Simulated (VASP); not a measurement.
Write the native input for VASP 6.6.1 that does the following.

| Quantity | Value |
| --- | --- |
| Task | single point |
| Functional | PBE |
| Potentials or basis | VASP PAW PBE potentials, release 64 (Sn_d) |
| Cutoff | 520 eV |
| k mesh | 6 × 6 × 6 |
| Occupations | gaussian, width 0.1 eV |
| Spin | no spin polarisation |
| Dipole correction | no |
| Further INCAR settings | ALGO = Normal; EDIFF = 1e-06; NBANDS = 21 |

The structure of Sn lies in POSCAR:

```
Sn
1.0
   -2.9401404553      2.9401404553      1.5993019889
    2.9401404553     -2.9401404553      1.5993019889
    2.9401404553      2.9401404553     -1.5993019889
Sn
2
Direct
    0.7500000000      0.2500000000      0.5000000000
    0.0000000000      0.0000000000      0.0000000000
```

The input as run:

INCAR

```
PREC     = Accurate       # precision mode
ENCUT    = 520            # plane-wave cutoff, eV
EDIFF    = 1E-6           # SCF threshold, eV
ISMEAR   = 0              # smearing method
SIGMA    = 0.1            # smearing width, eV
LREAL    = False          # projectors in reciprocal space
LASPH    = True           # aspherical terms in the spheres
NELM     = 80             # most SCF steps
ALGO     = Normal         # electronic algorithm
ISIF     = 2              # what is computed and relaxed
LWAVE    = False          # write WAVECAR
LCHARG   = False          # write CHGCAR
GGA      = PE             # functional
NBANDS   = 21             # bands
```

KPOINTS

```
regular mesh
0
Gamma
  6 6 6
```

Potentials or basis: VASP PAW PBE potentials, release 64 (Sn_d).

Launch:

```console
$ cat potpaw_PBE.64/Sn_d/POTCAR > POTCAR
$ mpirun -np 1 vasp_std > vasp.out
```

It gave:

The pressure is 1.3 GPa. The band gap on the k mesh is none (metal or under the smearing width).

Caveat: the k mesh is coarse (spacing up to 0.37 Å⁻¹), so the values aren't converged.

Wall time 17 s on 1 thread of Intel(R) Xeon(R) 6975P-C (Granite Rapids), with other jobs on the host, peak memory 0.2 GiB.
